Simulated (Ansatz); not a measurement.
Bulk crystal (GaP) after relaxation:

```cif
data_structure
_symmetry_space_group_name_H-M 'F-43m'
_symmetry_Int_Tables_number 216
_cell_length_a 5.5051
_cell_length_b 5.5051
_cell_length_c 5.5051
_cell_angle_alpha 90.000
_cell_angle_beta 90.000
_cell_angle_gamma 90.000
_cell_volume 166.84
loop_
_atom_site_label
_atom_site_type_symbol
_atom_site_symmetry_multiplicity
_atom_site_Wyckoff_symbol
_atom_site_fract_x
_atom_site_fract_y
_atom_site_fract_z
_atom_site_occupancy
Ga1 Ga 4 a 0.00000 0.00000 0.00000 1
P1 P 4 c 0.25000 0.25000 0.25000 1
```

Miller indices refer to the conventional cell of F-43m (No. 216), a = 5.505 Å, b = 5.505 Å, c = 5.505 Å, α = 90.00°, β = 90.00°, γ = 90.00°. The bulk's gap is 1.58 eV.

Consider the (100) slab of 9 planes, 11.0 Å thick with 15 Å of vacuum as cut; outer planes Ga (top) and Ga (bottom), all atoms relaxed.

All numbers below come from DFT PBE, scalar-relativistic, plane waves, PAW (Ansatz). Plane waves to 420 eV, a k mesh through Γ of 7×7×1 on the computed 9-atom cell and Gaussian smearing (0.05 eV); no spin polarisation. The cell repeats along c with a dipole correction in the vacuum.

The slab isn't stoichiometric (Ga5P4), so its surface energy depends on the chemical potentials; it is given with the excess atoms taken from the element's standard state, a limit at which the compound may itself be unstable, so the figure can be too low. This cut of an insulator is polar or leaves open shells, so the slab is metallic here; real surfaces compensate by reconstruction or adsorbates.

Task: Estimate the surface energy with the excess atoms taken from the elements.

Result: 1.53 J/m².

Task: Predict the gap of the slab on the mesh.

Result: None (metal or semimetal).

Task: Give the work function.

Result: 4.86 eV.

Task: The top two planes lie 1.376 Å apart in the bulk. How does relaxation change this?

Result: The spacing becomes 1.507 Å (+9.5 %).